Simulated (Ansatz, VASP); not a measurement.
**One calculation of SiO2, two programs**

Contents of INCAR:

```
PREC = Accurate ; ENCUT = 520
EDIFF = 1E-8 ; ISMEAR = -1
SIGMA = 0.02 ; LREAL = F
LASPH = T ; NELM = 60
ALGO = Normal ; ISIF = 2
LWAVE = F ; LCHARG = F
GGA = PS ; LEFG = T
NBANDS = 25
```

Contents of KPOINTS:

```
Automatic mesh
0
Gamma
  7 7 11
```

POSCAR

```
SiO2
1.0
    4.1667000000      0.0000000000      0.0000000000
    0.0000000000      4.1667000000      0.0000000000
    0.0000000000      0.0000000000      2.6645000000
Si O
2 4
Direct
    0.0000000000      0.0000000000      0.0000000000
    0.5000000000      0.5000000000      0.5000000000
    0.3052551835      0.3052551835      0.0000000000
    0.1947448165      0.8052551835      0.5000000000
    0.6947448165      0.6947448165      0.0000000000
    0.8052551835      0.1947448165      0.5000000000
```

Input for Ansatz:

```yaml
crystal:
  lattice:
    - [4.1667, 0.0, 0.0]
    - [0.0, 4.1667, 0.0]
    - [0.0, 0.0, 2.6645]
  atoms:
    - { symbol: Si, position: [0.0, 0.0, 0.0] }
    - { symbol: Si, position: [0.5, 0.5, 0.5] }
    - { symbol: O, position: [0.3052551835, 0.3052551835, 0.0] }
    - { symbol: O, position: [0.1947448165, 0.8052551835, 0.5] }
    - { symbol: O, position: [0.6947448165, 0.6947448165, 0.0] }
    - { symbol: O, position: [0.8052551835, 0.1947448165, 0.5] }
kpoints:
  mp_grid: { grid: [7, 7, 11] }
scf:
  occupations: { method: fermi_dirac, width: 0.02 }
hamiltonian:
  xc: pbesol
  pseudopotentials: { kind: paw }
output:
  forces: true
  stress: true
  populations: true
  efg: { quadrupole_moments_barn: { O: -0.02558 }, contact_densities: true }
```

Alike in both runs: task electric field gradients; functional PBEsol; k mesh 7 × 7 × 11; occupations fermi-dirac, width 0.02 eV; no spin polarisation.

|  | VASP | Ansatz |
| --- | --- | --- |
| version | VASP 6.6.1 | Ansatz 0.2.0 |
| potentials or method | VASP PAW PBE potentials, release 64 (Si, O) | plane-wave PAW, scalar-relativistic |
| plane-wave cutoff (eV) | 520 | 420 |
| valence electrons in the cell | 32 | 32 |

|  | VASP | Ansatz | Ansatz less VASP |
| --- | --- | --- | --- |
| gap on the k mesh at the Fermi level (eV) | 5.66 | 5.65 | -0.007 |
| pressure (GPa) | 6.4 | 5.6 | -0.76 |
| largest component of the traceless stress (GPa) | 1.36 | 0.77 | -0.596 |
| rms of the force components (eV/Å) | 0.004 | 0.012 | +0.0082 |
| Vzz of the field gradient on the site that differs most (V/Å²) | 17.8 | 15.4 | -2.37 |

Atom by atom the forces differ by 0.016 eV/Å (rms over components).

Caveats: the PAW data sets were made with another functional, which shifts forces and pressure a little (VASP); an odd mesh through Γ misses points on the zone boundary, where band edges often lie. PBEsol gaps usually lie below the measured ones, often by a third to a half.
